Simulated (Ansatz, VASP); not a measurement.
## CdS in VASP and in Ansatz

```
CELL_PARAMETERS angstrom
4.19099 0.00000 0.00000
0.00000 5.92695 0.00000
0.00000 0.00000 4.19099
ATOMIC_POSITIONS crystal
Cd 0.00000 0.00000 0.00001
Cd 0.50000 0.50000 0.50001
S 0.50000 0.25000 0.00001
S 0.00000 0.75000 0.50001
```

The cell was built by a generator and needn't be a form met in nature.

Alike in both runs: functional PBE; k mesh 6 × 6 × 6; occupations gaussian, width 0.02 eV; no spin polarisation.

Ansatz relaxed the structure, and its values are those at the end. VASP's run is a single point on that final structure, the one shown.

|  | VASP | Ansatz |
| --- | --- | --- |
| version | VASP 6.6.1 | Ansatz 0.2.0 |
| potentials or method | VASP PAW PBE potentials, release 64 (Cd, S) | scalar-relativistic, plane waves, PAW |
| plane-wave cutoff (eV) | 520 | 420 |
| valence electrons in the cell | 36 | 52 |

```tsv
	VASP	Ansatz	Ansatz less VASP
gap on the k mesh at the Fermi level (eV)	1.04	1.04	-0.003
least direct gap on the mesh (eV)	1.04	1.04	-0.003
pressure (GPa)	0.3	0.0	-0.28
```

The two sets of potentials don't hold the same shells in valence. Ansatz warned: «structure_snapped_to_symmetry».

A hybrid or GW would open this gap; PBE tends to underestimate it.
